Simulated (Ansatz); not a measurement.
# AlO (Pm-3m) in Ansatz: a series of runs

One crystal, AlO, is run at these levels: r2SCAN+D3(BJ)-ATM, r2SCAN+D4, r2SCAN+rVV10; tasks: relaxation of cell and atoms.

Everything below comes from runs of Ansatz 0.2.0. Logs are shortened: lines on timing, memory, paths and dates and some standing lists are left out, and cuts for length are marked.

## 1. The structure

The structure is cubic, space group Pm-3m (No. 221). Conventional cell: a = 2.769 Å, b = 2.769 Å, c = 2.769 Å, α = 90.00°, β = 90.00°, γ = 90.00°. Al (site symmetry m-3m) has 8 O at 2.40 Å as nearest neighbours. Around O (site symmetry m-3m) lie 8 Al at 2.40 Å.

The cell was built by a generator and needn't be a form met in nature.

## 2. Relaxation of cell and atoms, r2SCAN+D3(BJ)-ATM

The input, input.yaml:

```yaml
crystal:
  lattice:
    - [2.76919, 0.0, 0.0]
    - [0.0, 2.76919, 0.0]
    - [0.0, 0.0, 2.76919]
  atoms:
    - { symbol: Al, position: [0.5, 0.5, 0.5] }
    - { symbol: O, position: [0.0, 0.0, 0.0] }
hamiltonian:
  xc: r2scan
  pseudopotentials: { kind: paw }
  dispersion: d3bjatm
kpoints:
  mp_grid: { grid: [10, 10, 10] }
scf:
  occupations: { method: fermi_dirac, width: 0.05 }
output:
  forces: true
  stress: true
  eigenvalues: true
relax:
  f_tol: 0.01
  max_steps: 40
  cell: { stress_tol: 0.05 }
```

Potentials or basis: Ansatz PAW.

Run with:

```
$ ansatz run input.yaml --threads 2 --pin off --max-ram 5632MiB --backend cpu --events-out ev --progress --plain --runs-dir out
```

The log of the run:

```text
Warning: RAYON_NUM_THREADS=2 ignored (pool sized by the plan → 2); use --threads N
Engine: ansatz 0.2.0, x86_64-unknown-linux-gnu
Pseudopotentials: kind: paw
Pseudopotential: Al, paw, valence charge 3, recommended cutoff 500 eV (meta_gga), Al.paw.azcp
Pseudopotential: O, paw, valence charge 6, recommended cutoff 500 eV (meta_gga), O.paw.azcp
Functional definition: r2SCAN
  parameter k0 = 0.174
  parameter k1 = 0.065
  parameter a1 = 4.9479
  exchange = r2scan_x(k0 = k0, k1 = k1, a1 = a1)
  correlation = r2scan_c
Crystal: 2 atoms, lattice volume = 21.235 Å³
Basis set: ecut = 500 eV, 515 PW (Γ), exchange–correlation on 96×96×96 points (64 copies of the dense FFT grid, shifted against one another)
Bands: 9, of which v1, the nominal top of the filled ones, is band 5 counted from 1 (4 counted from 0)
Symmetry: 48 space group operations
Space group: Pm-3m (ITA 221), of the structure as read, at distance tolerance 2.8e-5 Å
k-points: 56 of 1000
Non-local potential: Al, projectors of the file, l = 0: 2, l = 1: 2, l = 2: 1
Non-local potential: O, projectors of the file, l = 0: 2, l = 1: 2, l = 2: 1
PAW form: soft (Blöchl's): semilocal exchange-correlation on the pseudo side does not see the compensation charge
PAW frozen core: Al, regenerated for the run's functional (the file was generated under x = pbe(κ = 0.804, μ = 0.2195149727645171), c = pbe(β = 0.06672455060314922))
PAW frozen core: O, regenerated for the run's functional (the file was generated under x = pbe(κ = 0.804, μ = 0.2195149727645171), c = pbe(β = 0.06672455060314922))
PAW one-centre angular grid: Al, 302 points (default); XC on 160 Gauss nodes
PAW one-centre angular grid: O, 302 points (default); XC on 160 Gauss nodes
Initial density: superposition of atomic densities (neutral atoms: chi_scale 0, normalization atom), corrected by the library's trained network
Initial wavefunctions: pseudopotential atomic-orbital guess
Functional: x = r2scan, c = r2scan; τ floored in thin density (d = 2e-4 eV/Å³)
SCF iter   1: F=—  HF=-1107.618326 eV  |F-HF|=—  |Δ(HF+E_count)|=         —  Δρ=5.45e-3  dr2=8.48e-3  dr2_τ=3.10e-2  ethr=1.77e-3  ⟨swp⟩=5.2  Hψ=3443  notcnv=0
preconditioner: auto → none  [metal: Δε(μ)=0.039 eV  Ē_g=16.372 eV  σ=0.050 eV  W_gap=0.19  n_scr=6 (ndim 8)  ℏωp=24.2 eV  f_vac=0.000  D(μ)=1.49/eV (n_scr^D=18)  sad-step TF]
SCF iter   2: F=—  HF=-1107.687629 eV  |F-HF|=—  |Δ(HF+E_count)|=   6.93e-2  Δρ=4.48e-3  dr2=5.22e-3  dr2_τ=8.05e-5  ethr=9.42e-5  ⟨swp⟩=2.0  Hψ=1454  notcnv=0
SCF iter   3: F=—  HF=-1107.686900 eV  |F-HF|=—  |Δ(HF+E_count)|=   7.30e-4  Δρ=4.03e-3  dr2=2.72e-3  dr2_τ=3.48e-4  ethr=5.80e-5  ⟨swp⟩=2.3  Hψ=960  notcnv=0
SCF iter   4: F=—  HF=-1107.686412 eV  |F-HF|=—  |Δ(HF+E_count)|=   4.88e-4  Δρ=1.15e-3  dr2=2.61e-4  dr2_τ=4.93e-6  ethr=3.02e-5  ⟨swp⟩=1.8  Hψ=615  notcnv=0
SCF iter   5: F=—  HF=-1107.686467 eV  |F-HF|=—  |Δ(HF+E_count)|=   5.49e-5  Δρ=7.69e-4  dr2=1.34e-4  dr2_τ=5.79e-6  ethr=2.90e-6  ⟨swp⟩=1.0  Hψ=504  notcnv=0
SCF iter   6: F=—  HF=-1107.686459 eV  |F-HF|=—  |Δ(HF+E_count)|=   8.23e-6  Δρ=7.50e-5  dr2=1.36e-6  dr2_τ=2.24e-8  ethr=1.49e-6  ⟨swp⟩=2.3  Hψ=741  notcnv=0
SCF iter   7: F=—  HF=-1107.686458 eV  |F-HF|=—  |Δ(HF+E_count)|=   4.97e-7  Δρ=1.26e-5  dr2=3.91e-8  dr2_τ=1.59e-9  ethr=1.11e-9  ⟨swp⟩=3.2  Hψ=2203  notcnv=0
SCF iter   8: F=-1107.686458 eV  HF=-1107.686458 eV  |F-HF|=9.64e-10  |Δ(HF+E_count)|=   1.20e-9  Δρ=2.60e-6  dr2=1.65e-9  dr2_τ=7.85e-11  ethr=4.35e-10  ⟨swp⟩=1.8  Hψ=1556  notcnv=0
SCF 1 converged in 8 iterations: F = -1107.686458 eV  dr2 = 1.65e-9
relax step   1: F+E_penalty+E_count = -1107.68645827 eV  Δ(F+E_penalty+E_count) = +0.000e0 eV  max|allowed force component| = 2.925e-30 eV/Å  Δτ_max = 0.0000 Å  P = -5.028 GPa  Ω = 21.235 Å³  (8 SCF iters, dr2 threshold 1.00e-7 eV, accepted)
Crystal: 2 atoms, lattice volume = 20.673 Å³
Initial density: handed on by an earlier stage of this run
Initial wavefunctions: those handed on with the density
iter 1 solved again at ethr=4.08e-7 eV; its pass at ethr=3.10e-3 eV (dr2=3.67e-5 eV) is discarded
SCF iter   1: F=—  HF=-1107.693957 eV  |F-HF|=—  |Δ(HF+E_count)|=         —  Δρ=7.04e-4  dr2=4.15e-5  dr2_τ=3.25e-3  ethr=4.08e-7  ⟨swp⟩=2.1  Hψ=4413  notcnv=0
preconditioner: auto → none  [metal: Δε(μ)=0.029 eV  Ē_g=16.580 eV  σ=0.050 eV  W_gap=0.14  n_scr=6 (ndim 8)  ℏωp=24.5 eV  f_vac=0.000  D(μ)=1.40/eV (n_scr^D=18)]
SCF iter   2: F=—  HF=-1107.698332 eV  |F-HF|=—  |Δ(HF+E_count)|=   4.38e-3  Δρ=8.97e-4  dr2=1.59e-4  dr2_τ=8.75e-6  ethr=4.08e-7  ⟨swp⟩=2.1  Hψ=1015  notcnv=0
SCF iter   3: F=—  HF=-1107.698369 eV  |F-HF|=—  |Δ(HF+E_count)|=   3.64e-5  Δρ=1.01e-3  dr2=1.64e-4  dr2_τ=2.04e-5  ethr=4.08e-7  ⟨swp⟩=2.0  Hψ=767  notcnv=0
SCF iter   4: F=—  HF=-1107.698339 eV  |F-HF|=—  |Δ(HF+E_count)|=   3.02e-5  Δρ=2.84e-4  dr2=1.37e-5  dr2_τ=1.03e-6  ethr=4.08e-7  ⟨swp⟩=2.6  Hψ=765  notcnv=0
SCF iter   5: F=-1107.698336 eV  HF=-1107.698336 eV  |F-HF|=1.20e-7  |Δ(HF+E_count)|=   2.40e-6  Δρ=2.71e-5  dr2=1.68e-7  dr2_τ=9.87e-9  ethr=2.22e-9  ⟨swp⟩=3.8  Hψ=2562  notcnv=0
SCF 2 converged in 5 iterations: F = -1107.698336 eV  dr2 = 1.68e-7
relax step   2: F+E_penalty+E_count = -1107.69833606 eV  Δ(F+E_penalty+E_count) = -1.188e-2 eV  max|allowed force component| = 1.643e-32 eV/Å  Δτ_max = 0.0000 Å  P = -1.553 GPa  Ω = 20.673 Å³  energy of the carried Pulay correction = +2.138e-4 eV  (5 SCF iters, dr2 threshold 2.00e-7 eV, accepted)
Crystal: 2 atoms, lattice volume = 20.432 Å³
Basis set: ecut = 500 eV, 485 PW (Γ), exchange–correlation on 96×96×96 points (64 copies of the dense FFT grid, shifted against one another)
iter 1 solved again at ethr=1.14e-7 eV; its pass at ethr=3.10e-3 eV (dr2=1.03e-5 eV) is discarded
SCF iter   1: F=—  HF=-1107.698648 eV  |F-HF|=—  |Δ(HF+E_count)|=         —  Δρ=3.04e-4  dr2=8.14e-6  dr2_τ=6.28e-4  ethr=1.14e-7  ⟨swp⟩=2.0  Hψ=4232  notcnv=0
preconditioner: auto → none  [metal: Δε(μ)=0.025 eV  Ē_g=16.693 eV  σ=0.050 eV  W_gap=0.12  n_scr=6 (ndim 8)  ℏωp=24.6 eV  f_vac=0.000  D(μ)=1.36/eV (n_scr^D=18)]
SCF iter   2: F=—  HF=-1107.699553 eV  |F-HF|=—  |Δ(HF+E_count)|=   9.06e-4  Δρ=4.67e-4  dr2=4.17e-5  dr2_τ=2.71e-6  ethr=9.05e-8  ⟨swp⟩=2.1  Hψ=783  notcnv=0
SCF iter   3: F=—  HF=-1107.699558 eV  |F-HF|=—  |Δ(HF+E_count)|=   4.92e-6  Δρ=4.74e-4  dr2=3.56e-5  dr2_τ=4.70e-6  ethr=9.05e-8  ⟨swp⟩=2.0  Hψ=771  notcnv=0
SCF iter   4: F=—  HF=-1107.699552 eV  |F-HF|=—  |Δ(HF+E_count)|=   6.39e-6  Δρ=1.55e-4  dr2=3.96e-6  dr2_τ=3.15e-7  ethr=9.05e-8  ⟨swp⟩=2.6  Hψ=743  notcnv=0
SCF iter   5: F=-1107.699551 eV  HF=-1107.699551 eV  |F-HF|=1.42e-9  |Δ(HF+E_count)|=   7.84e-7  Δρ=4.88e-6  dr2=4.57e-9  dr2_τ=3.11e-10  ethr=2.22e-9  ⟨swp⟩=3.2  Hψ=1945  notcnv=0
SCF 3 converged in 5 iterations: F = -1107.699551 eV  dr2 = 4.57e-9
relax step   3: F+E_penalty+E_count = -1107.69955110 eV  Δ(F+E_penalty+E_count) = -1.215e-3 eV  max|allowed force component| = 3.903e-32 eV/Å  Δτ_max = 0.0000 Å  P = +0.080 GPa  Ω = 20.432 Å³  energy of the carried Pulay correction = +3.075e-4 eV  (5 SCF iters, dr2 threshold 2.00e-7 eV, accepted)
[... 8 lines left out ...]
relax step   4: F+E_penalty+E_count = -1107.69954951 eV  Δ(F+E_penalty+E_count) = +1.590e-6 eV  max|allowed force component| = 9.861e-32 eV/Å  Δτ_max = 0.0000 Å  P = +0.001 GPa  Ω = 20.443 Å³  energy of the carried Pulay correction = +3.030e-4 eV  (4 SCF iters, dr2 threshold 1.60e-8 eV, accepted)
Basis set: ecut = 500 eV, 485 PW (Γ), exchange–correlation on 80×80×80 points (64 copies of the dense FFT grid, shifted against one another)
Initial wavefunctions: pseudopotential atomic-orbital guess (no wavefunctions were taken with the density)
iter 1 solved again at ethr=4.02e-7 eV; its pass at ethr=3.10e-3 eV (dr2=3.62e-5 eV) is discarded
SCF iter   1: F=—  HF=-1107.699194 eV  |F-HF|=—  |Δ(HF+E_count)|=         —  Δρ=1.17e-4  dr2=2.76e-7  dr2_τ=1.06e-6  ethr=4.02e-7  ⟨swp⟩=2.0  Hψ=4594  notcnv=0
preconditioner: auto → none  [metal: Δε(μ)=0.020 eV  Ē_g=16.679 eV  σ=0.050 eV  W_gap=0.10  n_scr=6 (ndim 8)  ℏωp=24.6 eV  f_vac=0.000  D(μ)=1.35/eV (n_scr^D=18)]
SCF iter   2: F=—  HF=-1107.699193 eV  |F-HF|=—  |Δ(HF+E_count)|=   7.30e-7  Δρ=5.89e-5  dr2=8.80e-8  dr2_τ=8.31e-8  ethr=3.07e-9  ⟨swp⟩=2.5  Hψ=747  notcnv=0
SCF iter   3: F=—  HF=-1107.699193 eV  |F-HF|=—  |Δ(HF+E_count)|=   1.34e-7  Δρ=2.68e-5  dr2=7.68e-8  dr2_τ=1.46e-8  ethr=9.78e-10  ⟨swp⟩=2.1  Hψ=737  notcnv=0
SCF iter   4: F=—  HF=-1107.699193 eV  |F-HF|=—  |Δ(HF+E_count)|=   5.23e-9  Δρ=1.69e-6  dr2=1.18e-10  dr2_τ=1.11e-10  ethr=8.53e-10  ⟨swp⟩=2.1  Hψ=675  notcnv=0
SCF iter   5: F=-1107.699193 eV  HF=-1107.699193 eV  |F-HF|=6.14e-12  |Δ(HF+E_count)|=  3.92e-10  Δρ=3.87e-7  dr2=7.29e-12  dr2_τ=5.10e-12  ethr=1.00e-12  ⟨swp⟩=5.2  Hψ=1847  notcnv=0
SCF 5 converged in 5 iterations: F = -1107.699193 eV  dr2 = 7.29e-12
relax step   5: F+E_penalty+E_count = -1107.69919322 eV  Δ(F+E_penalty+E_count) = +3.563e-4 eV  max|allowed force component| = 2.876e-32 eV/Å  Δτ_max = 0.0000 Å  P = +0.020 GPa  Ω = 20.443 Å³  stress off target by 1.97e-2 GPa  SCF on the basis re-selected at this cell (its energy is not comparable with the rows above)  (5 SCF iters)
basis re-selected at this cell: Δ(F+E_penalty+E_count) = +3.563e-4 eV, ΔP = +0.019 GPa vs the last step (what re-selecting the basis moved, of the pressure what is left beyond the Pulay correction that the steps carried, after the strain that the cell walked since its last selection, with what the two solves' SCF thresholds leave and, on support functions, any second-order correction that the steps lacked; it is no measure of the basis error at this ecutwfc). The dense FFT grid was sized anew with the basis: this SCF ran on 20×20×20 points, the steps before it on 24×24×24, so part of this shift can come from that change (see relax.cell in the input reference). This SCF's stress stands 1.97e-2 GPa from its target on what of the cell is left free (relax.cell.stress_tol is 5.00e-2 GPa) and its largest allowed force component is 2.88e-32 eV/Å (relax.f_tol is 1.00e-2 eV/Å): within both
SCF converged after 5 iterations
Free energy (F): -1107.699193 eV
Harris-Foulkes:  -1107.699193 eV  (|F-HF|=6.14e-12)
Internal energy: -1107.688626 eV  (E = F + TS)
E sigma→0 (E₀):  -1107.693910 eV
Entropy (-TS):   -0.010567 eV (-5.284 meV/atom)
Fermi energy:    11.098928 eV
--- Per-component energies (eV) ---
  E_band       = 12.165823
  E_kinetic    = 198.828845
  E_local      = -342.615361  (includes V_loc(G=0)·N_el)
  E_nonlocal   = 57.112240
  E_hartree    = 133.474682
  E_xc         = -110.216126
  E_vxc        = -137.981372  (∫ρ·V_xc dr)
  E_paw        = -631.773908  (= ΣΔE_a)
  E_vpaw       = -38.788951  (= ΣTr[D̂ρ^β])
  E_aug_tail   = 0.000993  (compensation charges beyond the density's cutoff)
  E_vtau       = 8.660018  (kinetic-family band-sum trace: ∫τ·v_τ [+ j·A + Jᵃ·Aᵃ] dr)
  E_ewald      = -412.211425
  E_disp       = -0.196517  (pairwise vdW)
  E_core_change = -0.092049  (= ΣΔE_core)
  E_smearing   = -0.010567  (= −TS)
  E_closure    = -0.000000  (closes the sum)
  Σ components = -1107.699193   (vs F -1107.699193, Δ=0.00e0)
--- Forces (eV/Å), atoms counted from 1 ---
  atom   1  Al     0.00000000     0.00000000     0.00000000
  atom   2  O     -0.00000000     0.00000000    -0.00000000
  max |Σ_I F_I| component: 4.93e-32 eV/Å
--- Stress (GPa, compression-positive) ---
        0.019654      -0.000000      -0.000000
       -0.000000       0.019654       0.000000
       -0.000000       0.000000       0.019654
  P = ⅓ Tr σ = 0.0197 GPa (0.197 kbar)
--- Band table (eV; the first three rows and the last of 56) ---
  k-point 0: bands = ["-12.0498", "5.8905", "5.8905", "5.8905", "5.9711", "16.7854", "16.7854", "23.2649", "23.2649"]
  k-point 1: bands = ["-11.9584", "4.3516", "5.9435", "5.9435", "7.2861", "16.7158", "16.9704", "23.1348", "23.1348"]
  k-point 2: bands = ["-11.7062", "2.6980", "6.0858", "6.0858", "8.4534", "16.2709", "17.5139", "22.7577", "22.7577"]
  k-point 55: bands = ["-9.4480", "3.7378", "3.7378", "3.7378", "11.5881", "11.5881", "11.5881", "16.5968", "24.7101"]
--- Relaxed structure (4 steps of the walk, 4 accepted, 1 SCFs on fresh bases) ---
  F+E_penalty+E_count = -1107.69919322 eV   max|allowed force component| = 2.876e-32 eV/Å   (the final SCF, on the basis selected at the relaxed cell)
  cell:  # Å, volume = 20.4432 Å³
    - [2.7343211985753717, -3.831798118520438e-34, -3.410500943185729e-35]
    - [-1.2638915260041235e-34, 2.7343211985753717, 0.0]
    - [1.9058681741332024e-34, 0.0, 2.7343211985753717]
  atoms:
    - { symbol: Al, position: [0.5, 0.5, 0.5] }
    - { symbol: O, position: [2.897853921770655e-36, 2.8978539217653013e-36, 5.7957078435306026e-36] }
```

It took 8.3 s on 2 threads of Intel Xeon Platinum 8259CL at 2.50GHz (Skylake/Cascade Lake), shared host; peak memory 0.41 GiB.

What came out:

- Free energy: -1107.6992 eV
- Relaxed volume: 10.22 Å³/atom
- Relaxed cell: a = 2.734 Å, b = 2.734 Å, c = 2.734 Å, α = 90.00°, β = 90.00°, γ = 90.00°
- Space group after relaxing (to 0.05 Å): Pm-3m (No. 221)
- Energy gained by relaxing: 6.4 meV/atom
- Ionic steps: 5
- Pressure after relaxing: 0.0 GPa
- Band gap on the k mesh: none (metal or under the smearing width)

The path:
```
step  energy change (eV)  largest force (eV/Å)  volume (Å³)
   1              0.0000                0.0000        21.24
   2             -0.0119                0.0000        20.67
   3             -0.0131                0.0000        20.43
   4             -0.0131                0.0000        20.44
   5             -0.0127                0.0000        20.44
```

Final structure:
```cif
data_structure
_symmetry_space_group_name_H-M 'P 1'
_symmetry_Int_Tables_number 1
_cell_length_a 2.7343
_cell_length_b 2.7343
_cell_length_c 2.7343
_cell_angle_alpha 90.000
_cell_angle_beta 90.000
_cell_angle_gamma 90.000
_cell_volume 20.44
loop_
_atom_site_label
_atom_site_type_symbol
_atom_site_fract_x
_atom_site_fract_y
_atom_site_fract_z
_atom_site_occupancy
Al1 Al 0.50000 0.50000 0.50000 1
O1 O 0.00000 0.00000 0.00000 1
```

Levels at points of the mesh, in eV from the Fermi level:
```csv
k point,band 2,band 3,band 4,band 5,band 6,band 7,band 8,band 9
"(0.00, 0.00, 0.00)",-5.21,-5.21,-5.21,-5.13,5.69,5.69,12.17,12.17
"(0.00, 0.00, -0.50)",-11.30,-4.61,-4.61,0.13,2.46,8.81,10.47,10.47
"(0.00, -0.50, -0.50)",-9.00,-9.00,-4.07,-2.52,5.33,5.33,8.52,14.02
"(-0.50, -0.50, -0.50)",-7.36,-7.36,-7.36,0.49,0.49,0.49,5.50,13.61
```

Caveat: the plane-wave basis is chosen anew once the cell has moved, so the energies of steps on either side of that aren't comparable; an odd number of electrons without spin polarisation forces a metal; a magnetic or distorted state may lie lower; pairwise dispersion overbinds metals, which lowers pressure and volume; the PAW data sets come from PBE, with cores solved anew for the run's functional, which leaves a small shift of forces and pressure.

## 3. Relaxation of cell and atoms, r2SCAN+D4

input.yaml, as its differences from that of step 2:

```diff
@@ -11,3 +11,3 @@
   pseudopotentials: { kind: paw }
-  dispersion: d3bjatm
+  dispersion: d4
 kpoints:
@@ -20,2 +20,6 @@
   eigenvalues: true
+  write_density: true
+  write_potential: true
+  elf: true
+  volumetric_format: npy
 relax:
```

Potentials or basis: Ansatz PAW.

Run with:

```
$ ansatz run input.yaml --threads 2 --pin off --max-ram 5632MiB --backend cpu --events-out ev --progress --plain --runs-dir out
```

Run time: 9 s. Hardware: 2 threads of Intel Xeon Platinum 8259CL at 2.50GHz (Skylake/Cascade Lake), shared host; peak memory 0.38 GiB.

It converged, with:

```yaml
Free_energy: -1107.7033 eV
Relaxed_volume: 10.23 Å³/atom
Relaxed_cell: a = 2.735 Å, b = 2.735 Å, c = 2.735 Å, α = 90.00°, β = 90.00°, γ = 90.00°
Space_group_after_relaxing_to_0.05_Å: Pm-3m (No. 221)
Energy_gained_by_relaxing: 6.2 meV/atom
Ionic_steps: 5
Pressure_after_relaxing: 0.0 GPa
Band_gap_on_the_k_mesh: none (metal or under the smearing width)
```

The path:
```csv
step,energy change (eV),largest force (eV/Å),volume (Å³)
1,0.0000,0.0000,21.24
2,-0.0115,0.0000,20.68
3,-0.0127,0.0000,20.44
4,-0.0127,0.0000,20.45
5,-0.0123,0.0000,20.45
```

Final structure:
```
Al O
1.0
     2.73483    0.00000    0.00000
     0.00000    2.73483    0.00000
     0.00000    0.00000    2.73483
Al O
1 1
Direct
  0.50000 0.50000 0.50000
  0.00000 0.00000 0.00000
```

Levels at points of the mesh, in eV from the Fermi level:
```
              k point  band 1  band 2  band 3  band 4  band 5  band 6  band 7  band 8  band 9
   (0.00, 0.00, 0.00)  -23.14   -5.20   -5.20   -5.20   -5.13    5.69    5.69   12.16   12.16
  (0.00, 0.00, -0.50)  -22.02  -11.29   -4.61   -4.61    0.13    2.46    8.81   10.46   10.46
 (0.00, -0.50, -0.50)  -21.21   -8.99   -8.99   -4.06   -2.52    5.33    5.33    8.52   14.02
(-0.50, -0.50, -0.50)  -20.54   -7.36   -7.36   -7.36    0.49    0.49    0.49    5.49   13.61
```

Caveat: the plane-wave basis is chosen anew once the cell has moved, so the energies of steps on either side of that aren't comparable; an odd number of electrons without spin polarisation forces a metal; a magnetic or distorted state may lie lower; pairwise dispersion overbinds metals, which lowers pressure and volume; the PAW data sets come from PBE, with cores solved anew for the run's functional, which leaves a small shift of forces and pressure.

## 4. Relaxation of cell and atoms, r2SCAN+rVV10

input.yaml, as its differences from that of step 3:

```diff
@@ -11,3 +11,3 @@
   pseudopotentials: { kind: paw }
-  dispersion: d4
+  dispersion: rvv10
 kpoints:
```

Run with:

```
$ ansatz run input.yaml --threads 2 --pin off --max-ram 5632MiB --backend cpu --events-out ev --progress --plain --runs-dir out
```

Run time: 11 s. Hardware: 2 threads of Intel Xeon Platinum 8259CL at 2.50GHz (Skylake/Cascade Lake), shared host; peak memory 0.4 GiB.

Results (log left out):

- Free energy: -1106.8515 eV
- Relaxed volume: 10.26 Å³/atom
- Relaxed cell: a = 2.737 Å, b = 2.737 Å, c = 2.737 Å, α = 90.00°, β = 90.00°, γ = 90.00°
- Space group after relaxing (to 0.05 Å): Pm-3m (No. 221)
- Energy gained by relaxing: 5.3 meV/atom
- Ionic steps: 5
- Pressure after relaxing: 0.0 GPa
- Band gap on the k mesh: none (metal or under the smearing width)

The path:
```tsv
step	energy change (eV)	largest force (eV/Å)	volume (Å³)
1	0.0000	0.0000	21.24
2	-0.0099	0.0000	20.72
3	-0.0110	0.0000	20.50
4	-0.0110	0.0000	20.51
5	-0.0106	0.0000	20.51
```

Final structure:
```
CELL_PARAMETERS angstrom
2.73732 0.00000 0.00000
0.00000 2.73732 0.00000
0.00000 0.00000 2.73732
ATOMIC_POSITIONS crystal
Al 0.50000 0.50000 0.50000
O 0.00000 0.00000 0.00000
```

Levels at points of the mesh, in eV from the Fermi level:
| k point | band 2 | band 3 | band 4 | band 5 | band 6 | band 7 | band 8 | band 9 |
| --- | --- | --- | --- | --- | --- | --- | --- | --- |
| (0.00, 0.00, 0.00) | -5.18 | -5.18 | -5.18 | -5.13 | 5.69 | 5.69 | 12.13 | 12.13 |
| (0.00, 0.00, -0.50) | -11.26 | -4.58 | -4.58 | 0.12 | 2.46 | 8.81 | 10.44 | 10.44 |
| (0.00, -0.50, -0.50) | -8.96 | -8.96 | -4.04 | -2.52 | 5.32 | 5.32 | 8.50 | 14.01 |
| (-0.50, -0.50, -0.50) | -7.32 | -7.32 | -7.32 | 0.49 | 0.49 | 0.49 | 5.47 | 13.58 |

Caveat: the plane-wave basis is chosen anew once the cell has moved, so the energies of steps on either side of that aren't comparable; an odd number of electrons without spin polarisation forces a metal; a magnetic or distorted state may lie lower; pairwise dispersion overbinds metals, which lowers pressure and volume; the PAW data sets come from PBE, with cores solved anew for the run's functional, which leaves a small shift of forces and pressure.

## 5. Overview

| level | gap on the mesh (eV) | pressure (GPa) | relaxed volume (Å³/atom) |
| --- | --- | --- | --- |
| r2SCAN+D3(BJ)-ATM | none | 0.0 | 10.22 |
| r2SCAN+D4 | none | 0.0 | 10.23 |
| r2SCAN+rVV10 | none | 0.0 | 10.26 |

Alike in all rows: task relaxation of cell and atoms; potentials or basis Ansatz PAW; no spin polarisation; cell relaxed; k mesh 10 × 10 × 10; cutoff (eV) 500; smearing fermi-dirac 0.05 eV.

Caveats: the plane-wave basis is chosen anew once the cell has moved, so the energies of steps on either side of that aren't comparable; an odd number of electrons without spin polarisation forces a metal; a magnetic or distorted state may lie lower; pairwise dispersion overbinds metals, which lowers pressure and volume; the PAW data sets come from PBE, with cores solved anew for the run's functional, which leaves a small shift of forces and pressure.

Absolute energies hang on the potentials; compare differences alone.
